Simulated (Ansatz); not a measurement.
# ZnS: stress in a strained cell

ZnS is deformed so: zz strain of -2 %. What stress and forces result, by LAPW, PAW and all-electron datasets made for the crystal?

Program: Ansatz 0.2.0. Level of theory: DFT PBEsol, scalar-relativistic. These are calculated values, not measurements.

## Step 1: The structure to begin with

Symmetry: P6_3mc, No. 186, hexagonal system. Conventional cell: a = 3.811 Å, b = 3.811 Å, c = 6.234 Å, α = 90.00°, β = 90.00°, γ = 120.00°. Zn (site symmetry 3m) has 4 S at 2.31 to 2.40 Å in its first shell of neighbours. S (site symmetry 3m) is surrounded by 4 Zn at 2.31 to 2.40 Å.

Coordinates:

```
CELL_PARAMETERS angstrom
3.81100 0.00000 0.00000
-1.90550 3.30042 0.00000
0.00000 0.00000 6.23400
ATOMIC_POSITIONS crystal
Zn 0.33333 0.66667 0.00000
Zn 0.66667 0.33333 0.50000
S 0.33333 0.66667 0.38500
S 0.66667 0.33333 0.88500
```

Atoms are numbered in the order of the input: Zn1, Zn2, S3, S4.

## Step 2: The deformed structure

Space group P6_3mc before, P6_3mc after.

## Step 3: All-electron LAPW

The input, input.yaml:

```yaml
crystal:
  lattice:
    - [3.8109987816, 0.0, 0.0]
    - [-1.9054993908, 3.3004217586, 0.0]
    - [0.0, 0.0, 6.10932]
  atoms:
    - { symbol: Zn, position: [0.3333333333, 0.6666666667, 0.0] }
    - { symbol: Zn, position: [0.6666666667, 0.3333333333, 0.5] }
    - { symbol: S, position: [0.3333333333, 0.6666666667, 0.385] }
    - { symbol: S, position: [0.6666666667, 0.3333333333, 0.885] }
kpoints:
  mp_grid: { grid: [8, 8, 5] }
  band_path:
    path:
      - [0.0, 0.0, 0.0]
      - [0.5, 0.0, 0.0]
      - [0.3333333333, 0.3333333333, 0.0]
      - [0.0, 0.0, 0.0]
      - [0.0, 0.0, 0.5]
      - [0.5, 0.0, 0.5]
      - [0.3333333333, 0.3333333333, 0.5]
      - [0.0, 0.0, 0.5]
      - [0.5, 0.0, 0.5]
    npoints: 5
scf:
  occupations: { method: fermi_dirac, width: 0.03 }
hamiltonian:
  xc: pbesol
  pseudopotentials: { kind: all_electron, lapw: { basis_error: 0.001 } }
output:
  forces: true
  stress: true
  eigenvalues: true
```

Run with:

```sh
$ ansatz run input.yaml --threads 1 --pin off --max-ram 4096MiB --backend cpu --events-out ev --progress --plain --runs-dir out
```

## Step 4: Frozen-core PAW

The input, input.yaml:

```yaml
crystal:
  lattice:
    - [3.8109987816, 0.0, 0.0]
    - [-1.9054993908, 3.3004217586, 0.0]
    - [0.0, 0.0, 6.10932]
  atoms:
    - { symbol: Zn, position: [0.3333333333, 0.6666666667, 0.0] }
    - { symbol: Zn, position: [0.6666666667, 0.3333333333, 0.5] }
    - { symbol: S, position: [0.3333333333, 0.6666666667, 0.385] }
    - { symbol: S, position: [0.6666666667, 0.3333333333, 0.885] }
kpoints:
  mp_grid: { grid: [8, 8, 5] }
scf:
  occupations: { method: fermi_dirac, width: 0.03 }
hamiltonian:
  xc: pbesol
  pseudopotentials: { kind: paw }
output:
  forces: true
  stress: true
  eigenvalues: true
  efg: { contact_densities: true }
```

## Step 5: Datasets made for this crystal

Edit input.yaml of step 4 so:

```diff
@@ -16,3 +16,3 @@
   xc: pbesol
-  pseudopotentials: { kind: paw }
+  pseudopotentials: { kind: all_electron, datasets: crystal }
 output:
```

(Steps that only read results are left out.)

Before running it: what results should come out? Wanted: pressure; largest shear or deviatoric stress.

**Answer**, as computed:

| quantity | value |
| --- | --- |
| pressure | LAPW 0.13, PAW 0.12, crystal datasets 0.12 GPa |
| largest shear or deviatoric stress (LAPW) | 0.44 GPa |

In words: The largest part of the stress beyond the pressure is 0.44 GPa in size, in the zz component; the atoms are carried along and not relaxed. No run of the undeformed cell stands beside it, so pressure and stress hold what the given cell had before the change, as far as its symmetry allows. PAW: stress within 0.01 GPa of LAPW, forces within 1 meV/Å. Crystal datasets: stress within 0.01 GPa of LAPW, forces within 1 meV/Å.
